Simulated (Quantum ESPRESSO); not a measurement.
# GaN (P6_3mc) in Quantum ESPRESSO: phonons with RPBE

Aim: the phonons of GaN with RPBE.

Program: Quantum ESPRESSO 7.5. These are calculated values, not measurements. Logs are shortened: lines on timing, memory, paths and dates and some standing lists are left out, and cuts for length are marked.

## Step 1: The crystal as given

It takes space group P6_3mc (No. 186, hexagonal). Conventional cell: a = 3.180 Å, b = 3.180 Å, c = 5.166 Å, α = 90.00°, β = 90.00°, γ = 120.00°. Ga (site symmetry 3m) has 4 N at 1.94 to 1.95 Å as nearest neighbours. Around N (site symmetry 3m) lie 4 Ga at 1.94 to 1.95 Å.

## Step 2: Phonons, RPBE

pw.in reads:

```
&CONTROL
  calculation = 'scf'
  prefix = 'pwscf'
  outdir = './tmp'
  pseudo_dir = './pseudo'
  tprnfor = .true.
  tstress = .true.
  disk_io = 'low'
/
&SYSTEM
  ibrav = 0
  nat = 4
  ntyp = 2
  ecutwfc = 84
  nbnd = 26
  input_dft = 'rpbe'
  occupations = 'smearing'
  smearing = 'fd'
  degauss = 0.00367493
/
&ELECTRONS
  conv_thr = 8d-10
  electron_maxstep = 120
  mixing_beta = 0.5
/
ATOMIC_SPECIES
Ga    69.7230 Ga.upf
N     14.0070 N.upf
CELL_PARAMETERS angstrom
   3.1800000000    0.0000000000    0.0000000000
  -1.5900000000    2.7539607840    0.0000000000
   0.0000000000    0.0000000000    5.1660000000
ATOMIC_POSITIONS crystal
Ga     0.6666666667    0.3333333333    0.5000000000
Ga     0.3333333333    0.6666666667    0.0000000000
N      0.6666666667    0.3333333333    0.8750000000
N      0.3333333333    0.6666666667    0.3750000000
K_POINTS automatic
8 8 4 0 0 1
```

relax.in reads:

```
&CONTROL
  calculation = 'vc-relax'
  prefix = 'pwscf'
  outdir = './tmp'
  pseudo_dir = './pseudo'
  tprnfor = .true.
  tstress = .true.
  disk_io = 'low'
  nstep = 40
  forc_conv_thr = 0.0001
  etot_conv_thr = 1d-06
/
&SYSTEM
  ibrav = 0
  nat = 4
  ntyp = 2
  ecutwfc = 84
  nbnd = 26
  input_dft = 'rpbe'
  occupations = 'smearing'
  smearing = 'fd'
  degauss = 0.00367493
/
&ELECTRONS
  conv_thr = 8d-10
  electron_maxstep = 120
  mixing_beta = 0.5
/
&IONS
  ion_dynamics = 'bfgs'
/
&CELL
  cell_dynamics = 'bfgs'
  press = 0
  press_conv_thr = 0.2
/
ATOMIC_SPECIES
Ga    69.7230 Ga.upf
N     14.0070 N.upf
CELL_PARAMETERS angstrom
   3.1800000000    0.0000000000    0.0000000000
  -1.5900000000    2.7539607840    0.0000000000
   0.0000000000    0.0000000000    5.1660000000
ATOMIC_POSITIONS crystal
Ga     0.6666666667    0.3333333333    0.5000000000
Ga     0.3333333333    0.6666666667    0.0000000000
N      0.6666666667    0.3333333333    0.8750000000
N      0.3333333333    0.6666666667    0.3750000000
K_POINTS automatic
8 8 4 0 0 1
```

scf2.in reads:

```
&CONTROL
  calculation = 'scf'
  prefix = 'pwscf'
  outdir = './tmp'
  pseudo_dir = './pseudo'
  tprnfor = .true.
  tstress = .true.
  disk_io = 'low'
/
&SYSTEM
  ibrav = 0
  nat = 4
  ntyp = 2
  ecutwfc = 84
  nbnd = 26
  input_dft = 'rpbe'
  occupations = 'fixed'
/
&ELECTRONS
  conv_thr = 1d-13
  electron_maxstep = 120
  mixing_beta = 0.5
  startingpot = 'file'
  startingwfc = 'file'
/
ATOMIC_SPECIES
Ga    69.7230 Ga.upf
N     14.0070 N.upf
CELL_PARAMETERS angstrom
   3.2441823271    0.0000000000    0.0000000000
  -1.6220911636    2.8095443098    0.0000000000
   0.0000000000    0.0000000000    5.2808553416
ATOMIC_POSITIONS crystal
Ga     0.6666666667    0.3333333333    0.4989998999
Ga     0.3333333333    0.6666666667   -0.0010001001
N      0.6666666667    0.3333333333    0.8760001001
N      0.3333333333    0.6666666667    0.3760001001
K_POINTS automatic
8 8 4 0 0 1
```

ph.in reads:

```
phonons of GaN
&INPUTPH
  prefix = 'pwscf'
  outdir = './tmp'
  tr2_ph = 1d-16
  fildyn = 'dyn'
  niter_ph = 60
  alpha_mix(1) = 0.7
  epsil = .true.
/
0.0000000000 0.0000000000 0.0000000000
```

dynmat.in reads:

```
&INPUT
  fildyn = 'dyn'
  asr = 'crystal'
  lperm = .true.
  filout = 'dynmat.eig'
/
```

dynmat_lo.in reads:

```
&INPUT
  fildyn = 'dyn'
  asr = 'crystal'
  filout = 'dynmat_lo.eig'
  q(1) = 0
  q(2) = 0
  q(3) = 1
/
```

Potentials or basis: PseudoDojo 0.4.1 SR PBE standard.

On the command line:

```sh
$ OMP_NUM_THREADS=1 pw.x -in pw.in > pw.out
$ OMP_NUM_THREADS=1 pw.x -in relax.in > relax.out
$ OMP_NUM_THREADS=1 pw.x -in scf2.in > scf2.out
$ OMP_NUM_THREADS=1 ph.x -in ph.in > ph.out
$ OMP_NUM_THREADS=1 dynmat.x -in dynmat.in > dynmat.out
$ OMP_NUM_THREADS=1 dynmat.x -in dynmat_lo.in > dynmat_lo.out
```

pw.out:

```text
This program is part of the open-source Quantum ESPRESSO suite
     for quantum simulation of materials; please cite
         "P. Giannozzi et al., J. Phys.:Condens. Matter 21 395502 (2009);
         "P. Giannozzi et al., J. Phys.:Condens. Matter 29 465901 (2017);
         "P. Giannozzi et al., J. Chem. Phys. 152 154105 (2020);
     in publications or presentations arising from this work. More details at

     IMPORTANT: XC functional enforced from input :
     Exchange-correlation= RPBE
                           (   1   4  44   4   0   0   0)
     Any further DFT definition will be discarded
     Please, verify this is what you really want

     Message from routine setup:
     using ibrav=0 with symmetry is DISCOURAGED, use correct ibrav instead

     G-vector sticks info
     --------------------
     sticks:   dense  smooth     PW     G-vecs:    dense   smooth      PW
     Sum         847     847    241                31863    31863    4927

     Using Slab Decomposition

     bravais-lattice index     =            0
     lattice parameter (alat)  =       6.0093  a.u.
     unit-cell volume          =     305.3064 (a.u.)^3
     number of atoms/cell      =            4
     number of atomic types    =            2
     number of electrons       =        36.00
     number of Kohn-Sham states=           26
     kinetic-energy cutoff     =      84.0000  Ry
     charge density cutoff     =     336.0000  Ry
     scf convergence threshold =      8.0E-10
     mixing beta               =       0.5000
     number of iterations used =            8  plain     mixing
     Exchange-correlation= RPBE
                           (   1   4  44   4   0   0   0)

     celldm(1)=   6.009329  celldm(2)=   0.000000  celldm(3)=   0.000000
     celldm(4)=   0.000000  celldm(5)=   0.000000  celldm(6)=   0.000000

     crystal axes: (cart. coord. in units of alat)
               a(1) = (   1.000000   0.000000   0.000000 )
               a(2) = (  -0.500000   0.866025   0.000000 )
               a(3) = (   0.000000   0.000000   1.624528 )

     reciprocal axes: (cart. coord. in units 2 pi/alat)
               b(1) = (  1.000000  0.577350 -0.000000 )
               b(2) = (  0.000000  1.154701  0.000000 )
               b(3) = (  0.000000 -0.000000  0.615563 )

     PseudoPot. # 1 for Ga read from file:
     Ga.upf
     Pseudo is Norm-conserving + core correction, Zval = 13.0
     Generated using ONCVPSP code by D. R. Hamann
     Using radial grid of 1902 points,  6 beta functions with:
                l(1) =   0
                l(2) =   0
                l(3) =   1
                l(4) =   1
                l(5) =   2
                l(6) =   2

     PseudoPot. # 2 for N  read from file:
     N.upf
     Pseudo is Norm-conserving + core correction, Zval =  5.0
     Generated using ONCVPSP code by D. R. Hamann
     Using radial grid of 1058 points,  4 beta functions with:
                l(1) =   0
                l(2) =   0
                l(3) =   1
                l(4) =   1

     atomic species   valence    mass     pseudopotential
     Ga               13.00    69.72300     Ga( 1.00)
     N                 5.00    14.00700     N ( 1.00)

     12 Sym. Ops. (no inversion) found ( 6 have fractional translation)

   Cartesian axes

     site n.     atom                  positions (alat units)
         1        Ga     tau(   1) = (   0.5000000   0.2886751   0.8122642  )
         2        Ga     tau(   2) = (  -0.0000000   0.5773503   0.0000000  )
         3        N      tau(   3) = (   0.5000000   0.2886751   1.4214623  )
         4        N      tau(   4) = (  -0.0000000   0.5773503   0.6091981  )

     number of k points=    20  Fermi-Dirac smearing, width (Ry)=  0.0037
                       cart. coord. in units 2pi/alat
        k(    1) = (   0.0000000   0.0000000   0.0769454), wk =   0.0156250
        k(    2) = (   0.0000000   0.0000000   0.2308362), wk =   0.0156250
        k(    3) = (   0.0000000   0.1443376   0.0769454), wk =   0.0937500
        k(    4) = (   0.0000000   0.1443376   0.2308362), wk =   0.0937500
        k(    5) = (   0.0000000   0.2886751   0.0769454), wk =   0.0937500
        k(    6) = (   0.0000000   0.2886751   0.2308362), wk =   0.0937500
[... 12 lines left out ...]
        k(   19) = (   0.2500000   0.5773503   0.0769454), wk =   0.0937500
        k(   20) = (   0.2500000   0.5773503   0.2308362), wk =   0.0937500

     Dense  grid:    31863 G-vectors     FFT dimensions: (  36,  36,  60)

     Initial potential from superposition of free atoms

     starting charge      35.9946, renormalised to      36.0000
     Starting wfcs are   26 randomized atomic wfcs

     Self-consistent Calculation

     iteration #  1     ecut=    84.00 Ry     beta= 0.50
     Davidson diagonalization with overlap
     ethr =  1.00E-02,  avg # of iterations =  4.5

     total energy              =    -347.43179365 Ry
     estimated scf accuracy    <       1.11445746 Ry

     iteration #  2     ecut=    84.00 Ry     beta= 0.50
     Davidson diagonalization with overlap
     ethr =  3.10E-03,  avg # of iterations =  2.0

     total energy              =    -347.76016046 Ry
     estimated scf accuracy    <       0.19593048 Ry

     iteration #  3     ecut=    84.00 Ry     beta= 0.50
     Davidson diagonalization with overlap
     ethr =  5.44E-04,  avg # of iterations =  2.0

     negative rho (up, down):  1.990E-06 0.000E+00

     total energy              =    -347.79265546 Ry
     estimated scf accuracy    <       0.00755884 Ry

     iteration #  4     ecut=    84.00 Ry     beta= 0.50
     Davidson diagonalization with overlap
     ethr =  2.10E-05,  avg # of iterations =  3.9

     negative rho (up, down):  2.768E-07 0.000E+00

     total energy              =    -347.79346495 Ry
     estimated scf accuracy    <       0.00188665 Ry

     iteration #  5     ecut=    84.00 Ry     beta= 0.50
     Davidson diagonalization with overlap
     ethr =  5.24E-06,  avg # of iterations =  1.5

     total energy              =    -347.79344304 Ry
     estimated scf accuracy    <       0.00034398 Ry

     iteration #  6     ecut=    84.00 Ry     beta= 0.50
     Davidson diagonalization with overlap
     ethr =  9.55E-07,  avg # of iterations =  2.0

     total energy              =    -347.79346965 Ry
     estimated scf accuracy    <       0.00002378 Ry

     iteration #  7     ecut=    84.00 Ry     beta= 0.50
     Davidson diagonalization with overlap
     ethr =  6.60E-08,  avg # of iterations =  2.0
[... 22 lines left out ...]
     total energy              =    -347.79347582 Ry
     estimated scf accuracy    <          5.1E-09 Ry

     iteration # 11     ecut=    84.00 Ry     beta= 0.50
     Davidson diagonalization with overlap
     ethr =  1.42E-11,  avg # of iterations =  2.1

     total energy              =    -347.79347582 Ry
     estimated scf accuracy    <          1.2E-09 Ry

     iteration # 12     ecut=    84.00 Ry     beta= 0.50
     Davidson diagonalization with overlap
     ethr =  3.34E-12,  avg # of iterations =  2.0

     End of self-consistent calculation

          k = 0.0000 0.0000 0.0769 (  3965 PWs)   bands (ev):

    -5.0370  -4.2322  -2.6795  -2.6722  -2.6722  -2.6157  -2.6157  -2.4265
    -2.4265  -2.3345  -2.3345  -1.1823   4.1600   9.9112   9.9112  10.3801
    10.8748  10.8748  13.4527  15.4323  20.1571  21.0439  21.0439  21.5621
    22.7030  22.7030

          k = 0.0000 0.0000 0.2308 (  3976 PWs)   bands (ev):

    -4.7262  -4.3795  -2.6630  -2.6630  -2.6393  -2.6393  -2.5239  -2.3927
    -2.3927  -2.3550  -2.3550  -1.9916   5.9487   8.2737  10.1844  10.1844
    10.5837  10.5837  14.8967  15.5275  19.6260  19.9981  21.2630  21.2630
    21.9071  21.9071

          k = 0.0000 0.1443 0.0769 (  3968 PWs)   bands (ev):

    -4.8950  -4.1960  -2.6692  -2.6510  -2.6178  -2.5926  -2.5864  -2.4351
    -2.4273  -2.3590  -2.3318  -1.0648   4.3612   8.8863   9.5645   9.6095
    10.6030  10.7325  14.2770  16.2705  19.6267  20.1623  21.4217  21.6243
    22.2477  23.0238
[... 24 lines left out ...]
    -4.3054  -4.0846  -2.6280  -2.5977  -2.5257  -2.4786  -2.4486  -2.4114
    -2.3678  -2.3174  -1.7084  -0.5012   4.8048   6.0604   6.7409   8.4425
     9.4347  10.0117  15.8600  16.6511  17.8945  19.4196  21.3602  21.7348
    22.7661  24.3516

          k = 0.0000 0.4330 0.2308 (  3978 PWs)   bands (ev):

    -4.1952  -4.1048  -2.6344  -2.5929  -2.5514  -2.4879  -2.4443  -2.4009
    -2.3584  -2.3387  -1.4687  -0.9812   4.8040   5.4168   8.1208   8.8576
     9.4327   9.5014  15.4258  16.2799  18.6037  19.1862  21.0675  21.3695
    22.6037  23.7801

          k = 0.0000-0.5774 0.0769 (  3990 PWs)   bands (ev):

    -4.2211  -4.0731  -2.6331  -2.5970  -2.5019  -2.4990  -2.4239  -2.3921
    -2.3413  -2.3120  -1.1225  -0.6046   4.4126   5.5179   6.9824   8.2361
     8.8814   9.8669  16.0052  16.1861  17.8422  19.4560  21.4449  21.5973
    22.9811  24.6097

          k = 0.0000-0.5774 0.2308 (  3960 PWs)   bands (ev):

    -4.1413  -4.0802  -2.6428  -2.5994  -2.5433  -2.4690  -2.4328  -2.3759
    -2.3384  -2.3289  -1.0037  -0.7839   4.2152   4.6815   8.3820   8.6655
     9.3339   9.3355  15.2117  15.9599  18.7017  19.0862  21.1532  21.2363
    22.6082  24.0056

          k = 0.1250 0.2165 0.0769 (  3961 PWs)   bands (ev):

    -4.6610  -4.1450  -2.6374  -2.6275  -2.5704  -2.5600  -2.4728  -2.4250
    -2.4165  -2.3869  -2.3149  -0.8527   4.7205   7.7736   8.1592   9.1539
    10.2958  10.3500  15.2395  17.3297  18.9003  19.1682  21.3901  21.5892
    22.0971  23.6030

          k = 0.1250 0.2165 0.2308 (  3965 PWs)   bands (ev):

    -4.4382  -4.2223  -2.6241  -2.6055  -2.5931  -2.5767  -2.4767  -2.4418
    -2.3823  -2.3605  -2.1602  -1.5952   5.9885   7.3355   8.4855   9.2621
     9.7362   9.8600  15.9971  17.1048  18.4439  19.0367  20.7559  21.3914
    22.2895  22.8562
[... 45 lines left out ...]
    -4.1374  -4.0845  -2.6633  -2.5300  -2.4850  -2.4521  -2.4458  -2.4106
    -2.3852  -2.3560  -0.7900  -0.4862   5.0579   5.6387   6.1558   7.7916
     8.3078   8.5707  16.4677  18.3394  18.8118  19.1799  20.6548  20.8754
    23.7767  23.9352

          k = 0.2500 0.5774 0.2308 (  3976 PWs)   bands (ev):

    -4.0888  -4.0671  -2.5940  -2.5632  -2.5531  -2.4884  -2.4193  -2.4059
    -2.3773  -2.3733  -0.7041  -0.5744   4.7165   4.9396   6.6152   7.5138
     9.0228   9.3904  16.9299  17.7058  18.4000  18.9843  20.1523  20.1727
    24.0237  24.5869

     the Fermi energy is    11.8981 ev

!    total energy              =    -347.79347582 Ry
     estimated scf accuracy    <          8.6E-12 Ry
     smearing contrib. (-TS)   =      -0.00000000 Ry
     internal energy E=F+TS    =    -347.79347582 Ry

     The total energy is F=E-TS. E is the sum of the following terms:
     one-electron contribution =    -104.55341417 Ry
     hartree contribution      =      87.46200444 Ry
     xc contribution           =     -96.69511772 Ry
     ewald contribution        =    -234.00694837 Ry

     convergence has been achieved in  12 iterations

     Forces acting on atoms (cartesian axes, Ry/au):

     atom    1 type  1   force =    -0.00000000   -0.00000000   -0.00568393
     atom    2 type  1   force =    -0.00000000   -0.00000000   -0.00568393
     atom    3 type  2   force =     0.00000000    0.00000000    0.00568393
     atom    4 type  2   force =     0.00000000    0.00000000    0.00568393

     Total force =     0.011368     Total SCF correction =     0.000002

     Computing stress (Cartesian axis) and pressure

          total   stress  (Ry/bohr**3)                   (kbar)     P=      116.16
   0.00074381  -0.00000000   0.00000000          109.42       -0.00        0.00
   0.00000000   0.00074381   0.00000000            0.00      109.42        0.00
   0.00000000   0.00000000   0.00088133            0.00        0.00      129.65

=------------------------------------------------------------------------------=
   JOB DONE.
=------------------------------------------------------------------------------=
```

Wall time 29 min (1 thread of Arm Neoverse V1, shared host); peak memory 0.1 GiB.

What came out:

* Free energy: -4732.0729 eV
* Relaxed volume: 12.03 Å³/atom
* Relaxed cell: a = 3.244 Å, b = 3.244 Å, c = 5.281 Å, α = 90.00°, β = 90.00°, γ = 120.00°
* Space group after relaxing (to 0.05 Å): P6_3mc (No. 186)
* Pressure after relaxing: 0.0 GPa
* Electronic dielectric tensor (diagonal): 6.03, 6.03, 5.97
* Born charges (mean of the diagonal): Ga +2.71; N -2.72 e
* Highest phonon frequency at Γ, LO-TO splitting left out: 644 cm⁻¹
* Static dielectric tensor (diagonal): 10.79, 10.79, 11.73

The path:
```csv
step,energy change (eV),largest force (eV/Å),pressure (GPa),volume (Å³)
1,0.0000,0.1461,11.62,45.24
2,-0.1005,0.0340,0.54,47.97
3,-0.1009,0.0199,0.05,48.12
4,-0.1009,0.0107,-0.04,48.14
5,-0.1009,0.0017,-0.05,48.15
6,-0.1009,0.0005,-0.02,48.14
7,-0.1009,0.0002,0.00,48.13
```

Final structure:
```
Ga N
1.0
     3.24418    0.00000    0.00000
    -1.62209    2.80954    0.00000
     0.00000    0.00000    5.28086
Ga N
2 2
Direct
  0.66667 0.33333 0.49900
  0.33333 0.66667 0.99900
  0.66667 0.33333 0.87600
  0.33333 0.66667 0.37600
```

Phonon frequencies in cm⁻¹ (negative: imaginary):
| q point | frequencies |
| --- | --- |
| (0.000, 0.000, 0.000) | -5 -5 1 136 136 314 489 513 513 519 519 644 |

Electronic dielectric tensor:
```
6.03 0.00 0.00
0.00 6.03 0.00
0.00 0.00 5.97
```

Born effective charge tensors (e):
atom 1, Ga
```
2.67 0.00 0.00
0.00 2.67 0.00
0.00 0.00 2.81
```
atom 2, Ga
```
2.67 0.00 0.00
0.00 2.67 0.00
0.00 0.00 2.81
```
atom 3, N
```
-2.68  0.00  0.00
 0.00 -2.68  0.00
 0.00  0.00 -2.80
```
atom 4, N
```
-2.68  0.00  0.00
 0.00 -2.68  0.00
 0.00  0.00 -2.80
```

Optical modes at Γ, degenerate ones joined, polar ones without the macroscopic field:
```tsv
cm⁻¹	components	symmetry	active in	IR intensity, summed ((D/Å)²/amu)
136	2	E2	Raman	0.00
314	1	B1	silent	0.00
489	1	A1	IR and Raman	31.09
513	2	E1	IR and Raman	56.54
519	2	E2	Raman	0.00
644	1	B1	silent	0.00
```

Zone-centre frequencies without and with the macroscopic field along z (cm⁻¹):
```csv
,optical modes in rising order
without,136 136 314 489 513 513 519 519 644
with the field,136 136 314 513 513 519 519 644 686
```

Static dielectric tensor, electrons and zone-centre modes:
```
10.79  0.00  0.00
 0.00 10.79  0.00
 0.00  0.00 11.73
```

Caveat: the potentials were made for another functional, which shifts forces and pressure.
